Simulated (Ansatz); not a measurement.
Cell and atoms are relaxed with the symmetry kept. Start:

```cif
data_structure
_symmetry_space_group_name_H-M 'P 1'
_symmetry_Int_Tables_number 1
_cell_length_a 4.6000
_cell_length_b 4.6000
_cell_length_c 2.8200
_cell_angle_alpha 90.000
_cell_angle_beta 90.000
_cell_angle_gamma 120.000
_cell_volume 51.68
loop_
_atom_site_label
_atom_site_type_symbol
_atom_site_fract_x
_atom_site_fract_y
_atom_site_fract_z
_atom_site_occupancy
Ti1 Ti 0.00000 0.00000 0.00000 1
Ti2 Ti 0.33333 0.66667 0.50000 1
Ti3 Ti 0.66667 0.33333 0.50000 1
```

These are results of DFT PBE, scalar-relativistic, plane waves, PAW (Ansatz 0.2.0), not measurements.

Settings: cutoff 420 eV, Γ-centred mesh 12×12×14 on the computed 3-atom cell, Gaussian smearing of 0.10 eV; no spin polarisation.

Q: What does it relax to?

A: The volume goes down by 0.08 Å³/atom to 17.14 Å³/atom, and the energy falls by 0.6 meV/atom. Final structure:
```cif
data_structure
_symmetry_space_group_name_H-M 'P6/mmm'
_symmetry_Int_Tables_number 191
_cell_length_a 4.5798
_cell_length_b 4.5798
_cell_length_c 2.8314
_cell_angle_alpha 90.000
_cell_angle_beta 90.000
_cell_angle_gamma 120.000
_cell_volume 51.43
loop_
_atom_site_label
_atom_site_type_symbol
_atom_site_symmetry_multiplicity
_atom_site_Wyckoff_symbol
_atom_site_fract_x
_atom_site_fract_y
_atom_site_fract_z
_atom_site_occupancy
Ti1 Ti 1 a 0.00000 0.00000 0.00000 1
Ti2 Ti 2 d 0.33333 0.66667 0.50000 1
```

This form isn't the element's structure at ambient conditions.

Cost: 1 run of about 0.83 core-minutes, on Arm Neoverse V1 (shared hosts).